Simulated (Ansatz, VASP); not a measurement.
# ZnS in VASP and in Ansatz

The input INCAR:

```
ALGO     = Normal         # electronic algorithm
EDIFF    = 1E-7           # SCF threshold, eV
ENCUT    = 520            # plane-wave cutoff, eV
GGA      = PS             # functional
ISIF     = 2              # what is computed and relaxed
ISMEAR   = 0              # smearing method
LASPH    = True           # aspherical terms in the spheres
LCHARG   = False          # write CHGCAR
LREAL    = False          # projectors in reciprocal space
LWAVE    = False          # write WAVECAR
NBANDS   = 26             # bands
NELM     = 100            # most SCF steps
PREC     = Accurate       # precision mode
SIGMA    = 0.01           # smearing width, eV
```

Contents of KPOINTS:

```
k-points
0
Gamma
  9 9 6
```

Contents of POSCAR:

```
ZnS
1.0
    3.8230000000      0.0000000000      0.0000000000
   -1.9115000000      3.3108151187      0.0000000000
    0.0000000000      0.0000000000      6.2610000000
Zn S
2 2
Direct
    0.3333333333      0.6666666667     -0.0092647676
    0.6666666667      0.3333333333      0.4907352324
    0.3333333333      0.6666666667      0.3842647676
    0.6666666667      0.3333333333      0.8842647676
```

Input for Ansatz:

```yaml
crystal:
  lattice:
    - [3.823, 0.0, 0.0]
    - [-1.9115, 3.3108151187, 0.0]
    - [0.0, 0.0, 6.261]
  atoms:
    - { symbol: Zn, position: [0.3333333333, 0.6666666667, -0.0092647676] }
    - { symbol: Zn, position: [0.6666666667, 0.3333333333, 0.4907352324] }
    - { symbol: S, position: [0.3333333333, 0.6666666667, 0.3842647676] }
    - { symbol: S, position: [0.6666666667, 0.3333333333, 0.8842647676] }
basis:
  ecutwfc: 420
  xc_grid: 2
kpoints:
  mp_grid: { grid: [9, 9, 6] }
hamiltonian:
  xc: pbesol
  pseudopotentials: { kind: paw, azcp: { folder: soft_1 } }
scf:
  occupations: { method: fixed }
output:
  forces: true
  stress: true
  eigenvalues: true
  polarization: {}
```

Change from the starting cell: polar distortion scaled by 0.85.

Alike in both runs: task single point; functional PBEsol; k mesh 9 × 9 × 6; no spin polarisation.

|  | VASP | Ansatz |
| --- | --- | --- |
| version | VASP 6.6.1 | Ansatz 0.2.0 |
| potentials or method | VASP PAW PBE potentials, release 64 (Zn, S) | scalar-relativistic, plane waves, PAW |
| plane-wave cutoff (eV) | 520 | 420 |
| occupations | gaussian, width 0.01 eV | fixed |
| valence electrons in the cell | 36 | 36 |

```csv
,VASP,Ansatz,Ansatz less VASP
gap on the k mesh at the Fermi level (eV),2.06,2.05,-0.010
least direct gap on the mesh (eV),2.06,2.05,-0.010
pressure (GPa),-1.5,-1.7,-0.17
largest component of the traceless stress (GPa),2.05,2.02,-0.024
rms of the force components (eV/Å),0.280,0.277,-0.0022
```

Atom by atom the forces differ by 0.002 eV/Å (rms over components). Ansatz warned: «pseudo_functional_mismatch».

Caveats: the PAW data sets were made with another functional, which shifts forces and pressure a little (VASP).
